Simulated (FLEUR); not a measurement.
# 1 ML Co on Pd(001), 1 substrate layers: which magnetic order is lowest, part 3 of 3

Aim: find out whether 1 ML Co on Pd(001), 1 substrate layers carries moments, and which collinear order costs least.

FLEUR MaX-R8.1; LDA (VWN); all-electron FLAPW film, Dirac cores, scalar-relativistic bands.

So far, largest spin moment in the muffin-tin sphere (μB): step 2 (order 1, typed as ferro +) 2.09; step 3 (order 2, typed as antiferro q=(1/2,1/2,0) +-) 1.91; step 4 (start 3: antiferro q=(0,1/2,0) +-) 1.97.

### Step 7. Spin–orbit coupling, moments along z

Level of this step: LDA (VWN); all-electron FLAPW film, Dirac cores, scalar-relativistic bands with spin-orbit coupling (FLEUR).

Spin–orbit coupling ties the spins to the lattice and lets orbital moments form.

A new self-consistent run of the start ferro +, with the moments along z.

inp.xml reads:

```
<?xml version="1.0" encoding="UTF-8" standalone="no"?>
<fleurInput fleurInputVersion="0.39">
   <comment>
      CoPd
   </comment>
   <calculationSetup>
      <cutoffs Kmax="3.6" Gmax="10.8" GmaxXC="10.8" numbands="73"/>
      <scfLoop itmax="120" minDistance="0.00002" maxIterBroyd="15" imix="Anderson" alpha="0.03" precondParam="0.0" spinf="2.0" sdNocoIR="T"/>
      <coreElectrons ctail="T" frcor="F" kcrel="0" coretail_lmax="0"/>
      <xcFunctional name="vwn" relativisticCorrections="F"/>
      <magnetism jspins="2"/>
      <soc l_soc="T" theta="0.0" phi="0.0" spav="F"/>
      <expertModes spex="0" secvar="F"/>
      <geometryOptimization l_f="F" forcealpha="1.0" forcemix="BFGS" epsdisp="0.00001" epsforce="0.00001"/>
      <ldaU l_linMix="F" mixParam="0.05" spinf="1.0"/>
   </calculationSetup>
   <cell>
      <bzIntegration valenceElectrons="33.0" mode="hist" fermiSmearingEnergy="0.00293995">
         <kPointListSelection listName="default-1"/>
         <xi:include xmlns:xi="http://www.w3.org/2001/XInclude" href="kpts.xml"> </xi:include>
      </bzIntegration>
      <xi:include xmlns:xi="http://www.w3.org/2001/XInclude" href="sym.xml"> </xi:include>
      <filmLattice scale="1.0" dVac="8.85" dTilda="11.35">
         <bravaisMatrixFilm>
            <row-1>    5.2019757148367676     0.0000000000000000</row-1>
            <row-2>    0.0000000000000000     5.2019757148367676</row-2>
         </bravaisMatrixFilm>
         <vacuumEnergyParameters vacuum="1" spinUp="-.25" spinDown="-.25"/>
         <vacuumEnergyParameters vacuum="2" spinUp="-.25" spinDown="-.25"/>
      </filmLattice>
   </cell>
   <atomSpecies>
      <species name="Palladium (Pd)" element="Pd" atomicNumber="46">
         <mtSphere radius="2.36" gridPoints="781" logIncrement="0.016"/>
         <atomicCutoffs lmax="8" lnonsphr="6"/>
         <electronConfig flipSpins="F">
            <coreConfig>(1s1/2) (2s1/2) (2p1/2) (2p3/2) (3s1/2) (3p1/2) (3p3/2) (4s1/2) (3d3/2) (3d5/2)</coreConfig>
            <valenceConfig>(4p1/2) (4p3/2) (5s1/2) (4d3/2) (4d5/2)</valenceConfig>
            <stateOccupation state="(5s1/2)" spinUp="0.500000" spinDown="0.500000"/>
            <stateOccupation state="(4d3/2)" spinUp="1.800000" spinDown="1.800000"/>
            <stateOccupation state="(4d5/2)" spinUp="2.700000" spinDown="2.700000"/>
         </electronConfig>
         <energyParameters s="5" p="5" d="4" f="4"/>
         <lo type="SCLO" l="1" n="4" eDeriv="0"/>
      </species>
      <species name="Cobalt (Co2.000" element="Co" atomicNumber="27">
         <mtSphere radius="2.36" gridPoints="781" logIncrement="0.016"/>
         <atomicCutoffs lmax="8" lnonsphr="6"/>
         <electronConfig flipSpins="F">
            <coreConfig>(1s1/2) (2s1/2) (2p1/2) (2p3/2)</coreConfig>
            <valenceConfig>(3s1/2) (3p1/2) (3p3/2) (4s1/2) (3d3/2) (3d5/2)</valenceConfig>
            <stateOccupation state="(3d3/2)" spinUp="1.5" spinDown="1.3"/>
            <stateOccupation state="(3d5/2)" spinUp="3.0" spinDown="1.2"/>
         </electronConfig>
         <energyParameters s="4" p="4" d="3" f="4"/>
         <lo type="SCLO" l="0" n="3" eDeriv="0"/>
         <lo type="SCLO" l="1" n="3" eDeriv="0"/>
      </species>
   </atomSpecies>
   <atomGroups>
      <atomGroup species="Palladium (Pd)">
         <filmPos label="                   1">.0000000000 .0000000000 -1.6660249149</filmPos>
         <force calculate="T" relaxXYZ="TTT"/>
      </atomGroup>
      <atomGroup species="Cobalt (Co2.000">
         <filmPos label="                   2">1.000/2.000 1.000/2.000 1.6660249149</filmPos>
         <force calculate="T" relaxXYZ="TTT"/>
      </atomGroup>
   </atomGroups>
   <output dos="F" band="F" slice="F">
      <bandDOS minEnergy="-.5*Htr" maxEnergy="0.5*Htr" sigma="0.015" storeEVData="T"/>
      <plotting iplot="0" polar="F">
         <plot TwoD="T" vec1="  1.0  0.0  0.0" vec2="  0.0  1.0  0.0" vec3="  0.0  0.0  1.0" zero="  0.0  0.0 -0.5" file="plot"/>
      </plotting>
      <moessbauerParams electricFieldGradient="F" isomerShift="F" coreHyperfine="F" valenceHyperfine="F"/>
   </output>
</fleurInput>
```

crystal.txt reads:

```
CoPd
&input film=T cartesian=F /
2.75276700000  0.00000000000  0.00000000000
0.00000000000  2.75276700000  0.00000000000
0.00000000000  0.00000000000  1.00000000000
1.8897261246
1.0 1.0 1.0

2
46 0.00000000000  0.00000000000  -1.66602491487
27 0.50000000000  0.50000000000  1.66602491487 : 2.000

&soc 0.0000000 0.0000000 /
&kpt div1=10 div2=10 div3=1 gamma=T /
```

Command:

```
$ OMP_NUM_THREADS=1 inpgen -f crystal.txt > inpgen.log  # inp.xml is then edited as shown
$ OMP_NUM_THREADS=1 mpirun -n 4 fleur_MPI > fleur.log
```

The program printed:

```text
[banner, memory and clock lines left out]
Welcome to FLEUR        (www.flapw.de)
      MaX-Release 8.1          (www.max-centre.eu)

 ========== k-point set info ==========
 Selected k-point list: default-1
 k-point list type: mesh
 0 x 0 x 0
 Number of k points: 28

 [... set-up left out ...]
 Iteration:     1   Distance:      48.94930451 me/bohr^3
 Iteration:     2   Distance:       9.38975236 me/bohr^3
 Iteration:     3   Distance:       9.14572515 me/bohr^3
 Iteration:     4   Distance:       7.27019018 me/bohr^3
 Iteration:     5   Distance:       6.56840169 me/bohr^3
 Iteration:     6   Distance:       6.27790749 me/bohr^3
 Iteration:     7   Distance:       5.09967324 me/bohr^3
 Iteration:     8   Distance:       4.63478986 me/bohr^3
 Iteration:     9   Distance:       2.14906335 me/bohr^3
 Iteration:    10   Distance:       2.07697009 me/bohr^3
 Iteration:    11   Distance:       1.57179801 me/bohr^3
 Iteration:    12   Distance:       1.14676790 me/bohr^3
 Iteration:    13   Distance:       0.41540278 me/bohr^3
 Iteration:    14   Distance:       0.35464740 me/bohr^3
[... lines left out ...]
 Iteration:    23   Distance:       0.00113875 me/bohr^3
 Iteration:    24   Distance:       0.00165782 me/bohr^3
 Iteration:    25   Distance:       0.00114720 me/bohr^3
 Iteration:    26   Distance:       0.00025213 me/bohr^3
 Iteration:    27   Distance:       0.00023442 me/bohr^3
 Iteration:    28   Distance:       0.00007211 me/bohr^3
 Iteration:    29   Distance:       0.00001150 me/bohr^3

 ********************************************************************
 Run finished successfully
 Stop message:
   all done
 ********************************************************************

--- out.xml (last complete iteration) ---
<iteration numberForCurrentRun="   29" overallNumber="   29">
         [... left out ...]
         <bandgap value="0.0260510451" units="eV"/>
         <sumValenceSingleParticleEnergies value="-38.1906509793" units="Htr"/>
         <FermiEnergy value="-0.1825376638" units="Htr"/>
         [... left out ...]
         <magneticMomentsInMTSpheres units="muBohr">
            <globalMagMoment atomType="1" vec="0.00000   0.00000   0.31939"/>
            <globalMagMoment atomType="2" vec="0.00000   0.00000   2.08444"/>
         </magneticMomentsInMTSpheres>
         <orbitalMomentsInMTSpheres units="muBohr">
            <globalMagMoment atomType="1" vec="0.00000   0.00000   0.03505"/>
            <globalMagMoment atomType="2" vec="0.00000   0.00000   0.15468"/>
         </orbitalMomentsInMTSpheres>
         [... left out ...]
         <totalEnergy value="    -6433.4178416433" units="Htr">
            <sumOfEigenvalues value="    -3849.2444797104">
               <coreElectrons value="-3811.0538287311"/>
               <valenceElectrons value="-38.1906509793"/>
            </sumOfEigenvalues>
         [... left out ...]
            <freeEnergy value="-6433.4204660452"/>
            <extrapolationTo0K value="-6433.4191538442"/>
         </totalEnergy>
         <densityConvergence units="me/bohr^3">
            <chargeDensity spin="1" distance="0.0000074390"/>
            <chargeDensity spin="2" distance="0.0000068190"/>
            <overallChargeDensity distance="0.0000084473"/>
            <spinDensity distance="0.0000115030"/>
         </densityConvergence>
      </iteration>
```

Elapsed: 31 s, on 4 MPI ranks of Intel Xeon 6975P-C (Granite Rapids), shared host; peak memory 0.34 GiB.

Numbers from this step:

| Item | Value |
| --- | --- |
| free energy | -175062.2892 eV |
| program's band gap on this mesh (in a metal only a level spacing) | 0.02605 eV |
| magnetization | 2.372 μB |
| final state | ferromagnetic |
| largest moment | 2.084 μB |
| orbital moment along the spin | 0.1547 μB |

Orbital moment in the sphere, along the spin axis by atom:

| atom | orbital moment in the sphere, along the spin axis (μB) |
| --- | --- |
| Pd1 | 0.035 |
| Co2 | 0.155 |

### Step 8. Summary of results

| Property | Result |
| --- | --- |
| lowest state found | ferromagnetic (typed ferro +) |
| largest site spin moment | 2.09 μB |
| next finished state | antiferromagnetic, 175 meV a seeded atom higher |
| energy gained by spin polarisation | 512 meV a seeded atom |
| orbital moment on the atom of largest spin, along its spin (spin–orbit run) | 0.155 μB |

In words: The lowest state found is ferromagnetic, reached from the start ferro +, with moments up to 2.09 μB. The next finished state costs 175 meV a seeded atom. The orbital moment is parallel to the spin, as Hund's third rule has it for a shell over half filled. This is the lowest of 4 finished starts, no proof of the ground state. With one substrate layer the cell is a free-standing, unrelaxed film and no surface.

[Logs and program files are shortened in this print: banners, set-up blocks, solver, clock and traceback lines can be left out without a mark of their own.]

[Logs are printed without paths, hosts, clocks, repeated set-up lines and the standing remarks that a program may print on its own settings, such as how far it seeks lower states.]

[Hosts, paths, dates, database ids (printed as entryN), source tags and the programs' standing remarks are cut or masked in the printed files.]

[Where a cell is said to come from a database of computed structures, the database is the Materials Project.]
